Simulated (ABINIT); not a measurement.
# A GW chain in ABINIT: RbCl (Fm-3m), part 2 of 2

How does a plane-wave GW calculation on RbCl (Fm-3m) run from the first input to the gap?

ABINIT 10.8.3; PBE and many-body steps on it, plane waves. Known limits of the many-body steps: not at the basis limit; no spin-orbit coupling.

So far. Step 2 (Ground state): The gap is direct, at Γ. Step 3 (Bands along the symmetry lines): The gap is 5.003 eV, as in the run before at this level.

## Step 4: Empty states on the mesh, 4×4×4 mesh, 406 bands

Level of this step: DFT, PBE, plane waves, norm-conserving pseudopotentials (ABINIT).

The sums over transitions need many empty states on a uniform mesh; this step solves for them.

File run.abi:

```
acell 3*1.0 Angstrom
rprim 
  -0.000000000000 3.289500000000 3.289500000000
  3.289500000000 -0.000000000000 3.289500000000
  3.289500000000 3.289500000000 -0.000000000000
ntypat 2
znucl 37 17
natom 2
typat 1 2
xred 
  0.000000000000 0.000000000000 0.000000000000
  0.500000000000 0.500000000000 0.500000000000
pp_dirpath "pseudos"
pseudos "Rb.upf, Cl.upf"
ecut 25
ngkpt 4 4 4
nshiftk 1
shiftk 0 0 0
kptopt 1
chksymbreak 0
irdden 1
istwfk *1
nband 406
prtvol 0
optdriver 6
gwr_task "HDIAGO"
paral_kgb 0
occopt 1
indata_prefix "in"
outdata_prefix "out"
tmpdata_prefix "tmp"
```

The run is started by

```sh
$ OMP_NUM_THREADS=1 mpirun -n 4 abinit run.abi > log
```

Numbers of over 12 decimals in the logs are rounded to 6 here.

Output:

```text
[banner, memory and clock lines left out]
.Version 10.8.3 of ABINIT. v10.8.2 released Aug 2026.

 Symmetries : space group Fm -3 m (#225); Bravais cF (face-center cubic)
[... echo of the input left out ...]
== DATASET  1 ==================================================================
-   mpi_nproc: 4, omp_nthreads: 1 (-1 if OMP is not activated)

--- !DatasetInfo
iteration_state: {dtset: 1, }
dimensions: {natom: 2, nkpt: 8, mband: 406, nsppol: 1, nspinor: 1, nspden: 1, mpw: 2884, }
cutoff_energies: {ecut:  25.0, pawecutdg:  -1.0, }
electrons: {nelect:   1.60000000E+01, charge:   0.00000000E+00, occopt:   1.00000000E+00, tsmear:   1.00000000E-02, }

.Using double precision arithmetic; gwpc =  8

- Reading GS density from: in_DEN

--- Pseudopotential description ------------------------------------------------
- Rb Generated using ONCVPSP code by D. R. Hamann
- 37.00000   9.00000  171031                  znucl, zion, pspdat
12 -101130 2 -1 2308                          pspcod,pspxc,lmax,lloc,mmax
     nproj     2     2     2
  pspatm : epsatm=   34.45470878
         --- l  ekb(1:nproj) -->
             0    8.246201   -0.469081
             1    3.243116   -0.369397
             2   -1.026759    0.985281
 pspatm: atomic psp has been read  and splines computed

- Cl Generated using ONCVPSP code by D. R. Hamann
- 17.00000   7.00000  171031                  znucl, zion, pspdat
12 -101130 2 -1 1028                          pspcod,pspxc,lmax,lloc,mmax
     nproj     2     2     2
  pspatm : epsatm=    9.12776517
         --- l  ekb(1:nproj) -->
             0    8.139296    0.698720
             1    3.821713    1.107519
             2   -2.938609   -0.805455
 pspatm: atomic psp has been read  and splines computed

   6.97319583E+02                                ecore*ucvol(ha*bohr**3)

 Total charge density [el/Bohr^3]
)     Maximum=    3.1594E-01  at reduced coord.    0.1000    0.8750    0.9750
)     Minimum=    5.9485E-04  at reduced coord.    0.2500    0.2500    0.2500
   Integrated=    1.6000E+01

 === KS gaps after direct diagonalization ===
 Direct band gap semiconductor
 Fundamental gap:     5.003 (eV)
   VBM:    -1.409 (eV) at k: [ 0.0000E+00,  0.0000E+00,  0.0000E+00]
   CBM:     3.594 (eV) at k: [ 0.0000E+00,  0.0000E+00,  0.0000E+00]
 Direct gap:         5.003 (eV) at k: [ 0.0000E+00,  0.0000E+00,  0.0000E+00]

== END DATASET(S) ==============================================================

 -outvars: echo values of variables after computation  --------
           etotal      0.0000000000E+00
            nband         406
             nkpt           8
          spgroup         225
 [... the other variables as echoed above ...]

 Calculation completed.
```

Run time: 46 s. Hardware: 4 MPI ranks of Arm Neoverse V1, shared host; peak memory 2 GiB; 3 min of CPU time.

This step gave:

```yaml
gap: 5.003 eV
k_of_the_valence_top: 0, 0, 0
k_of_the_conduction_bottom: 0, 0, 0
least_direct_gap: 5.003 eV
k_points_computed: 8
lowest_point_of_the_top_converged_band_above_the_valence_top: 175.3889 eV
```

On this mesh the gap is 5.003 eV.

## Step 5: Screening, 4×4×4 mesh, 398 bands, screening to 239.5 eV

The RPA dielectric matrix is built and inverted for each q.

This step: RPA screening on PBE, plane waves, norm-conserving pseudopotentials.

Edit run.abi of step 4 so:

```diff
@@ -20,10 +20,11 @@
 chksymbreak 0
-irdden 1
 istwfk *1
-nband 406
-prtvol 0
-optdriver 6
-gwr_task "HDIAGO"
-paral_kgb 0
 occopt 1
+irdwfk 1
+optdriver 3
+nband 398
+ecuteps 8.8
+inclvkb 2
+awtr 1
+symchi 1
 indata_prefix "in"
```

Output:

```text
.Version 10.8.3 of ABINIT. v10.8.2 released Aug 2026.

 Symmetries : space group Fm -3 m (#225); Bravais cF (face-center cubic)
[... echo of the input left out ...]
== DATASET  1 ==================================================================
-   mpi_nproc: 4, omp_nthreads: 1 (-1 if OMP is not activated)

--- !DatasetInfo
iteration_state: {dtset: 1, }
dimensions: {natom: 2, nkpt: 8, mband: 398, nsppol: 1, nspinor: 1, nspden: 1, mpw: 2884, }
cutoff_energies: {ecut:  25.0, pawecutdg:  -1.0, }
electrons: {nelect:   1.60000000E+01, charge:   0.00000000E+00, occopt:   1.00000000E+00, tsmear:   1.00000000E-02, }

 SCREENING: Calculation of the susceptibility and dielectric matrices

 Based on a program developped by R.W. Godby, V. Olevano, G. Onida, and L. Reining.
 Incorporated in ABINIT by V. Olevano, G.-M. Rignanese, and M. Torrent.
.Using double precision arithmetic ; gwpc =  8

[... cell and pseudopotentials left out ...]
--------------------------------------------------------------------------------

 ==== K-mesh for the wavefunctions ====
 Number of points in the irreducible wedge :     8
[... list of points left out ...]
 Together with 48 symmetry operations and time-reversal symmetry
 yields    64 points in the full Brillouin Zone.

 ==== Q-mesh for the screening function ====
 Number of points in the irreducible wedge :     8
[... list of points left out ...]
 Together with 48 symmetry operations and time-reversal symmetry
 yields    64 points in the full Brillouin Zone.

 setmesh: FFT mesh size selected  =    32x   32x   32
          total number of points  =        32768

 vcoul_init : cutoff-mode = AUXILIARY_FUNCTION
 q-points for optical limit:   1
     1)      0.000010    0.000020    0.000030

- screening: taking advantage of time-reversal symmetry
- Maximum band index for partially occupied states nbvw = 8
- Remaining bands to be divided among processors   nbcw = 390
- Number of bands treated by each node ~97

 Number of electrons calculated from density =   16.0000; Expected =   16.0000
 average of density, n =  0.033305
 r_s =    1.9281
 omega_plasma =   17.6038 [eV]

 calculating chi0 at frequencies [eV] :
  1    0.000000E+00    0.000000E+00
  2    0.000000E+00    1.760384E+01

--------------------------------------------------------------------------------
  q-point number  1        q = ( 0.000000, 0.000000, 0.000000) [r.l.u.]
--------------------------------------------------------------------------------
[... chi0 elements left out ...]
 For q-point:  0.000010 0.000020 0.000030
  dielectric constant =   2.1892
  dielectric constant without local fields =   2.6009

  Average fulfillment of the sum rule on Im[epsilon] for q-point    1 :     93.29  [%]
[... wings left out ...]
  q-point number  2        q = ( 0.250000, 0.000000, 0.000000) [r.l.u.]
--------------------------------------------------------------------------------
[... chi0 elements left out ...]
  Average fulfillment of the sum rule on Im[epsilon] for q-point    2 :     94.74  [%]

 [... 6 further q-points ...]
```

Elapsed: 3.9 min, on 4 MPI ranks; peak memory 2.3 GiB; 16 min of CPU time.

This step gave:

| Quantity | Value |
| --- | --- |
| ε∞ with local fields, on this mesh, along the program's q direction | 2.189 |
| the same without local fields | 2.601 |
| plasma frequency | 17.60 eV |
| plane waves in the screening matrix | 609 |

Local fields lower ε∞ by 16 %.

## Step 6: Self-energy, 4×4×4 mesh, 398 bands, screening to 239.5 eV

The self-energy is evaluated for the states that the input lists, and the levels follow from it, in one-shot runs by the linearised quasiparticle equation.

This step: G0W0 on PBE, plane waves, norm-conserving pseudopotentials.

Edit run.abi of step 5 so:

```diff
@@ -23,8 +23,15 @@
 irdwfk 1
-optdriver 3
+optdriver 4
 nband 398
+gwcalctyp 0
+ecutsigx 25
+symsigma 1
+nkptgw 1
+kptgw 
+  0.0000000000 0.0000000000 0.0000000000
+bdgw 
+  6 12
 ecuteps 8.8
-inclvkb 2
-awtr 1
-symchi 1
+irdscr 1
+ppmodel 1
 indata_prefix "in"
```

Output:

```text
.Version 10.8.3 of ABINIT. v10.8.2 released Aug 2026.

 Symmetries : space group Fm -3 m (#225); Bravais cF (face-center cubic)
[... echo of the input left out ...]
== DATASET  1 ==================================================================
-   mpi_nproc: 4, omp_nthreads: 1 (-1 if OMP is not activated)

--- !DatasetInfo
iteration_state: {dtset: 1, }
dimensions: {natom: 2, nkpt: 8, mband: 398, nsppol: 1, nspinor: 1, nspden: 1, mpw: 2884, }
cutoff_energies: {ecut:  25.0, pawecutdg:  -1.0, }
electrons: {nelect:   1.60000000E+01, charge:   0.00000000E+00, occopt:   1.00000000E+00, tsmear:   1.00000000E-02, }

 SIGMA: Calculation of the GW corrections

 Based on a program developped by R.W. Godby, V. Olevano, G. Onida, and L. Reining.
 Incorporated in ABINIT by V. Olevano, G.-M. Rignanese, and M. Torrent.
.Using double precision arithmetic ; gwpc =  8

[... cell and pseudopotentials left out ...]
--------------------------------------------------------------------------------

 ==== K-mesh for the wavefunctions ====
 Number of points in the irreducible wedge :     8
[... list of points left out ...]
 Together with 48 symmetry operations and time-reversal symmetry
 yields    64 points in the full Brillouin Zone.

 ==== Q-mesh for screening function ====
 Number of points in the irreducible wedge :     8
[... list of points left out ...]
 Together with 48 symmetry operations and time-reversal symmetry
 yields    64 points in the full Brillouin Zone.

 vcoul_init : cutoff-mode = AUXILIARY_FUNCTION
 q-points for optical limit:   1
     1)      0.000010    0.000020    0.000030
 setmesh: FFT mesh size selected  =    40x   40x   40
          total number of points  =        64000

 Number of electrons calculated from density =   16.0000; Expected =   16.0000
 average of density, n =  0.033305
 r_s =    1.9281
 omega_plasma =   17.6038 [eV]

 === KS Band Gaps ===
  >>>> For spin  1
   Minimum direct gap =   5.0027 [eV], located at k-point      :   0.0000  0.0000  0.0000
   Fundamental gap    =   5.0027 [eV], Top of valence bands at :   0.0000  0.0000  0.0000
                                       Bottom of conduction at :   0.0000  0.0000  0.0000
 SIGMA fundamental parameters:
 PLASMON POLE MODEL  1
 number of plane-waves for SigmaX                 2837
 number of plane-waves for SigmaC and W            609
 number of plane-waves for wavefunctions          2837
 number of bands                                   398
 number of independent spin polarizations            1
 number of spinorial components                      1
 number of k-points in IBZ                           8
 number of q-points in IBZ                           8
 number of symmetry operations                      48
 number of k-points in BZ                           64
 number of q-points in BZ                           64
 number of frequencies for dSigma/dE                 9
 frequency step for dSigma/dE [eV]                0.25
 number of omega for Sigma on real axis              0
 max omega for Sigma on real axis  [eV]           0.00
 zcut for avoiding poles [eV]                     0.10

 EPSILON^-1 parameters (SCR file):
 dimension of the eps^-1 matrix on file            609
 dimension of the eps^-1 matrix used               609
 number of plane-waves for wavefunctions          2837
 number of bands                                   398
 number of q-points in IBZ                           8
 number of frequencies                               2
 number of real frequencies                          1
 number of imag frequencies                          1

 matrix elements of self-energy operator (all in [eV])

 Perturbative Calculation

--- !SelfEnergy_ee
iteration_state: {dtset: 1, }
kpoint     : [   0.000,    0.000,    0.000, ]
spin       : 1
KS_gap     :    5.003
QP_gap     :    7.898
Delta_QP_KS:    2.895
data: !SigmaeeData |
     Band     E0 <VxcDFT>   SigX SigC(E0)      Z dSigC/dE  Sig(E)    E-E0       E
        6  -1.409 -14.024 -18.548   1.674   0.805  -0.243 -16.317  -2.293  -3.702
        7  -1.409 -14.024 -18.548   1.674   0.805  -0.243 -16.317  -2.293  -3.702
        8  -1.409 -14.024 -18.548   1.674   0.805  -0.243 -16.317  -2.293  -3.702
        9   3.594  -6.590  -3.001  -2.901   0.874  -0.144  -5.988   0.602   4.196
       10   6.578  -7.734  -3.429  -2.951   0.871  -0.148  -6.554   1.180   7.758
       11   6.578  -7.734  -3.429  -2.951   0.871  -0.148  -6.554   1.180   7.758
       12   6.578  -7.734  -3.429  -2.951   0.871  -0.148  -6.554   1.180   7.758

== END DATASET(S) ==============================================================
================================================================================

 -outvars: echo values of variables after computation  --------
           etotal      0.0000000000E+00
            nband         398
             nkpt           8
          spgroup         225
 [... the other variables as echoed above ...]

 Calculation completed.
```

Wall time 99 s (4 MPI ranks); peak memory 2.8 GiB; 6.6 min of CPU time.

This step gave:

```yaml
g0w0_gap_on_the_points_computed: 7.898 eV
starting_gap_on_the_mesh: 5.003 eV
k_of_the_valence_top: 0, 0, 0
k_of_the_conduction_bottom: 0, 0, 0
z_at_the_valence_top: 0.805
z_at_the_conduction_bottom: 0.874
least_direct_g0w0_gap_on_the_computed_points: 7.898 eV
```

The gap on the mesh goes from 5.00 eV to 7.90 eV, a correction of +2.90 eV.

Limits: finite bands, cutoff and mesh; no spin-orbit coupling. v1 is the top filled band, c1 the lowest empty one. The levels before and after the correction (eV, zero at the valence-band top of each column):

```csv
,conduction bottom,valence top
Kohn-Sham,5.00,0.00
G0W0,7.90,0.00
```

```csv
,level,energy (eV)
Kohn-Sham,Γ v3-v1,0.000
Kohn-Sham,Γ c1,5.003
Kohn-Sham,Γ c2-c4,7.987
G0W0,Γ v3-v1,0.000
G0W0,Γ c1,7.898
G0W0,Γ c2-c4,11.460
```

## Step 7: Where the time went

Times are wall times on 4 MPI ranks of Arm Neoverse V1, shared host, good to a factor of about two.

```csv
step,time,share,memory (GiB)
ground state,7.5 s,2 %,0.29
bands along the symmetry lines,13 s,3 %,0.27
empty states on the mesh,46 s,11 %,2.0
screening,3.9 min,59 %,2.3
self-energy,99 s,25 %,2.8
```

## Step 8: Results

| Item | Value |
| --- | --- |
| PBE gap | 5.00 eV, direct |
| G0W0 gap on the mesh | 7.90 eV |
| GW settings | 4×4×4 mesh, 398 bands, screening to 239.5 eV, Godby-Needs plasmon pole |
| known limits | not at the basis limit; no spin-orbit coupling |

What this shows: G0W0 moves the gap on the mesh from 5.00 eV to 7.90 eV (+2.90 eV), with Z of 0.81 and 0.87 at the edges. Local fields lower the RPA ε∞ on this mesh from 2.60 to 2.19. Only 1 of the mesh's irreducible points was corrected, so a valley elsewhere could overtake. The dearest step here is «screening». Bands and cutoff are finite, so the gap is not at the basis limit. The miss can reach some tenths of an eV and take either sign; the mesh is an error of its own. In the G0W0 run levels were corrected at 1 k point alone, so a gap called «on the mesh» is the least over those, and an edge elsewhere would be missed. The many-body steps are scalar-relativistic: spin-orbit coupling is not in them.

[Paths, hosts, dates, memory and timing lines, banners, echoed tables and standing remarks are left out of the program output.]

[Logs are printed without paths, hosts, clocks, repeated set-up lines and the standing remarks that a program may print on its own settings, such as how far it seeks lower states.]

[Runs of the session that timed out or met a known fault of the program may be left out.]

[Hosts, paths, dates, database ids (printed as entryN), source tags and the programs' standing remarks are cut or masked in the printed files.]

[G0W0 gaps are taken among the corrected bands and points alone; a level outside them can change the order at an edge.]

[Where Ansatz stands beside ABINIT at settings called matched, ABINIT's density can come from a denser mesh and the files from another edition; pairs whose starting gaps differed by over 0.03 eV were left out, so agreement reads better than it is.]
